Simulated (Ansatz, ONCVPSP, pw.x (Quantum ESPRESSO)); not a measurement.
# gallium (Ga): one change to the ONCV potential, in the atom and in the bcc crystal

```
Element                 : gallium (Ga)
Generator               : ONCVPSP 4.0.1.1 (patched build)
Type                    : optimised norm-conserving Vanderbilt (ONCV)
Functional              : PBE
Relativity              : scalar-relativistic
Frozen core             : [Ar] 3d10
Valence charge          : 3
Reference configuration : 4s2 4p1
Partial waves           : 4s: rc 2.00 bohr, ncon 4, nbas 9, qcut 2.9 1/bohr, 3 projectors, debl 3.5 Ha; 4p: rc 2.25 bohr, ncon 3, nbas 6, qcut 3.1 1/bohr, 2 projectors, debl 3 Ha; d scattering state at 0.4 Ha: rc 2.25 bohr, ncon 3, nbas 7, qcut 5 1/bohr, 2 projectors, debl 3.6 Ha
Local potential         : polynomial inside 1.45 bohr (lpopt 5, dvloc0 1 Ha)
Core correction         : none
```

Change: all radii scaled by about 1.14 (s 2.28, p 2.58, d 2.58 bohr); local potential polynomial inside 1.66 bohr (lpopt 5, dvloc0 1 Ha).

Cutoffs, loose and tight: the cutoffs (Ha) at which the residual kinetic energy of the hardest occupied pseudo-wave falls to 1 and 0.1 mHa per electron. They do not see the model core or the augmentation charge, which bear on the density cutoff. Test errors are all-electron minus pseudo excitation energies from the reference, over the configurations 4s2 4p0; 4s1 4p0; 4s2 4p0.5; 4s0 4p3; variants that change the core or the reference have their own tests.

Crystal test: bcc Ga in pw.x 7.5, no spin, 14³ k-points, Fermi–Dirac smearing 0.01 Ry, cutoffs set for each file from its atomic test. The reference is all-electron LAPW (Ansatz 0.2.0) with the same functional, mesh and smearing; V0 and B0 come from Birch–Murnaghan fits to the pressures at five volumes. Errors are pseudo minus all-electron; Δ is the rms difference of the E(V) curves that follow from these fits, minima aligned, over ±6 % about the mean V0. Mesh and smearing are coarse, so the numbers serve the comparison and aren't converged zero-temperature values; the lattice is a test structure that the element need not adopt.

All-electron: a0 = 3.373 Å (V0 = 19.18 Å³/atom), B0 = 46.6 GPa.

Task: Does the change bring the crystal closer to the all-electron result?

Result: The mean pressure error goes from -1.95 to -1.78 GPa, a small move against the size of the error.

```
                       quantity       base    changed
                 outcome (atom)  generated  generated
           cutoff, loose (atom)      19 Ha     6.9 Ha
           cutoff, tight (atom)      56 Ha      41 Ha
            bound ghosts (atom)       none       none
largest test error (meV) (atom)        +81        +62
           cutoffs in pw.x (Ry)    130/520     95/380
                         a0 (Å)          –      3.330
                   a0 error (%)          –      -1.25
                   B0 error (%)          –      +13.1
                   Δ (meV/atom)          –        7.7
      mean pressure error (GPa)      -1.95      -1.78
```

A dash: not determined, or the minimum lies outside the volumes sampled.

Base: This is a poor potential for the solid. The cutoffs count occupied waves only; projector 3 of the s channel, the hardest unoccupied one, needs 70 Ha at the loose tolerance. Changed file: This is a poor potential for the solid. The cutoffs count occupied waves only; projector 2 of the s channel, the hardest unoccupied one, needs 54 Ha at the loose tolerance.
